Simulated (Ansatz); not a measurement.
# TiO2 monolayer (2H): relaxing the cell for a phonon run, part 2 of 2

Wanted: the relaxed cell of TiO2 monolayer (2H).

Ansatz 0.2.0; DFT LDA, scalar-relativistic, plane waves, PAW.

So far. Step 2 (Probe on a coarse mesh): The coarse mesh shows a gap of 1.07 eV.

## 5. Relaxing to small forces for the phonons

Phonons need a cell at rest on their own settings, so the relaxation is repeated with tight tolerances on forces and stress, using the mesh and the filling of the phonon run that follows.

input.yaml reads:

```yaml
crystal:
  lattice:
    - [2.8240912217, 0.0, 0.0]
    - [-1.4120456109, 2.4457347406, 0.0]
    - [0.0, 0.0, 28.7]
  atoms:
    - { symbol: Ti, position: [0.3333333333, 0.6666666667, 0.3484320557] }
    - { symbol: O, position: [0.6666666667, 0.3333333333, 0.3871166012] }
    - { symbol: O, position: [0.6666666667, 0.3333333333, 0.3097475103] }
  periodic: [true, true, false]
kpoints:
  mp_grid: { grid: [12, 12, 1] }
hamiltonian:
  xc: lda
scf:
  occupations: { method: fixed }
output:
  forces: true
  stress: true
  eigenvalues: true
  write_density: true
  write_potential: true
  elf: true
  volumetric_format: npy
relax:
  adjacent_minimum: "off"
  f_tol: 0.001
  max_steps: 60
  cell: { stress_2d_tol: 0.002 }
```

Run with:

```bash
> ansatz run input.yaml --threads 8 --pin off --max-ram 14336MiB --backend cpu --events-out ev --progress --plain --runs-dir out
```

Numbers of over 12 decimals in the logs are rounded to 6 here.

The program printed:

```text
[...]
Crystal: 3 atoms, lattice volume = 198.230 Å³
Basis set: ecut = 420 eV, 3899 PW (Γ)
Bands: 16, of which v1, the nominal top of the filled ones, is band 12 counted from 1 (11 counted from 0)
Symmetry: 12 space group operations
[...]
k-points: 19 of 144 (time reversal used)
[...]
--- Relaxed structure (3 steps of the walk, 3 accepted, 1 SCFs on fresh bases) ---
[...]
cell:  # Å, volume = 198.2180 Å³
    - [2.824004, 2.8866581018449886e-11, 0]
    - [-1.412002, 2.445659, 0]
    - [0, 0, 28.7]
  atoms:
    - { symbol: Ti, position: [0.333333, 0.666667, 0.348432] }
    - { symbol: O, position: [0.666667, 0.333333, 0.387116] }
    - { symbol: O, position: [0.666667, 0.333333, 0.309748] }
[key lines of the parts left out:]
SCF converged after 9 iterations
Free energy (F): -3563.263842 eV
Fermi energy:    -8.890062 eV
P = ½ c Tr σ = -0.0004 N/m
```

Wall time 6 s (8 threads of Intel Xeon 6975P-C (Granite Rapids), shared host); peak memory 0.58 GiB.

Little changed from the start: no atom moved by 0.005 Å and no cell edge by 0.1 %.

Valence density in the ac plane at fractional y = 0.333, with atoms of O within 0.2 Å of it. It is the smooth field of the valence electrons, not physical close to the nuclei.

Values in e/Å³, 24 rows by 15 columns, each cell a mean:
```
0.0 0.0 0.0 0.0 0.0 0.0 0.0 0.0 0.0 0.0 0.0 0.0 0.0 0.0 0.0
0.0 0.0 0.0 0.0 0.0 0.0 0.0 0.0 0.0 0.0 0.0 0.0 0.0 0.0 0.0
0.0 0.0 0.0 0.0 0.0 0.0 0.0 0.0 0.0 0.0 0.0 0.0 0.0 0.0 0.0
0.0 0.0 0.0 0.0 0.0 0.0 0.0 0.0 0.0 0.0 0.0 0.0 0.0 0.0 0.0
0.0 0.0 0.0 0.0 0.0 0.0 0.0 0.0 0.0 0.0 0.0 0.0 0.0 0.0 0.0
0.0 0.0 0.0 0.0 0.0 0.0 0.0 0.0 0.0 0.0 0.0 0.0 0.0 0.0 0.0
0.0 0.0 0.0 0.0 0.0 0.0 0.0 0.0 0.0 0.0 0.0 0.0 0.0 0.0 0.0
0.0 0.0 0.0 0.0 0.0 0.0 0.0 0.0 0.0 0.0 0.0 0.0 0.0 0.0 0.0
0.0 0.0 0.0 0.0 0.0 0.0 0.0 0.0 0.0 0.0 0.0 0.0 0.0 0.0 0.0
0.0 0.0 0.0 0.0 0.0 0.0 0.0 0.0 0.0 0.0 0.0 0.0 0.0 0.0 0.0
0.0 0.0 0.0 0.0 0.0 0.0 0.0 0.0 0.0 0.0 0.0 0.0 0.0 0.0 0.0
0.0 0.0 0.0 0.0 0.0 0.0 0.0 0.0 0.0 0.0 0.0 0.0 0.0 0.0 0.0
0.0 0.0 0.0 0.0 0.0 0.0 0.0 0.0 0.0 0.0 0.0 0.0 0.0 0.0 0.0
0.0 0.0 0.0 0.0 0.0 0.0 0.0 0.1 0.1 0.1 0.1 0.1 0.1 0.1 0.0
0.3 0.2 0.1 0.1 0.2 0.3 0.7 1.5 3.1 4.7 5.3 4.7 3.1 1.5 0.7
0.4 0.5 0.6 0.6 0.5 0.4 0.5 0.6 0.8 1.0 1.1 1.0 0.8 0.6 0.5
0.4 0.2 0.2 0.2 0.2 0.4 0.7 1.6 3.2 4.9 5.5 4.8 3.2 1.6 0.7
0.0 0.0 0.0 0.0 0.0 0.0 0.1 0.1 0.2 0.2 0.3 0.2 0.2 0.1 0.1
0.0 0.0 0.0 0.0 0.0 0.0 0.0 0.0 0.0 0.0 0.0 0.0 0.0 0.0 0.0
0.0 0.0 0.0 0.0 0.0 0.0 0.0 0.0 0.0 0.0 0.0 0.0 0.0 0.0 0.0
0.0 0.0 0.0 0.0 0.0 0.0 0.0 0.0 0.0 0.0 0.0 0.0 0.0 0.0 0.0
0.0 0.0 0.0 0.0 0.0 0.0 0.0 0.0 0.0 0.0 0.0 0.0 0.0 0.0 0.0
0.0 0.0 0.0 0.0 0.0 0.0 0.0 0.0 0.0 0.0 0.0 0.0 0.0 0.0 0.0
0.0 0.0 0.0 0.0 0.0 0.0 0.0 0.0 0.0 0.0 0.0 0.0 0.0 0.0 0.0
```
Columns run along a (2.8 Å), rows up along c (28.7 Å). Atoms in or near the plane, at fractional coordinates: O at (0.67, 0.39), O at (0.67, 0.31).

Electrostatic potential energy in the ac plane at fractional y = 0.333, with atoms of O within 0.2 Å of it. With pseudopotentials it is smooth inside the atoms' cores, unlike the true potential.

Ten even steps from '0' (-31 eV) to '9' (0 eV), each cell a mean:
```
999999999999999
999999999999999
999999999999999
999999999999999
999999999999999
999999999999999
999999999999999
999999999999999
999999999999999
999999999999999
999999999999999
999999999999999
999999999999999
999999999999999
888888721000137
421124565545565
777777720000027
999999999999999
999999999999999
999999999999999
999999999999999
999999999999999
999999999999999
999999999999999
```
Columns run along a (2.8 Å; values clipped at the 3rd and 97th percentile), rows up along c (28.7 Å). Atoms in or near the plane, at fractional coordinates: O at (0.67, 0.39), O at (0.67, 0.31).

ELF in the ac plane at fractional y = 0.333, with atoms of O within 0.2 Å of it. It is the smooth field of the valence electrons, not physical close to the nuclei.

Ten even steps from '0' (0.00) to '9' (0.81), each cell a mean:
```
000000000000000
000000000000000
000000000000000
000000000000000
000000000000000
000000000000000
000000000000000
000000000000000
000000000000000
000000000000000
000000000000000
000000000000000
000000000000000
100001245565542
620026999878999
123321245555542
520025899878998
100001356676653
000000000000000
000000000000000
000000000000000
000000000000000
000000000000000
000000000000000
```
Columns run along a (2.8 Å), rows up along c (28.7 Å). Atoms in or near the plane, at fractional coordinates: O at (0.67, 0.39), O at (0.67, 0.31).

The largest force component left is 0.21 meV/Å, within the tolerances set.

## 6. Summary of results

```
space group after relaxation (within 0.01 Å) : P-6m2
lattice constant a                           : 2.824 Å
lattice constant b                           : 2.824 Å
area per atom                                : 2.30 Å²
gap on the k-mesh                            : 1.18 eV
```

What this shows: The largest force component left is 0.21 meV/Å, within the tolerances set. The relaxation keeps the symmetry of its start, so it says nothing on stability against lower symmetry. The starting cell was built on a prototype and not taken from a measurement.

[Logs are printed without paths, hosts, clocks, repeated set-up lines and the standing remarks that a program may print on its own settings, such as how far it seeks lower states.]

[Hosts, paths, dates, database ids (printed as entryN), source tags and the programs' standing remarks are cut or masked in the printed files.]
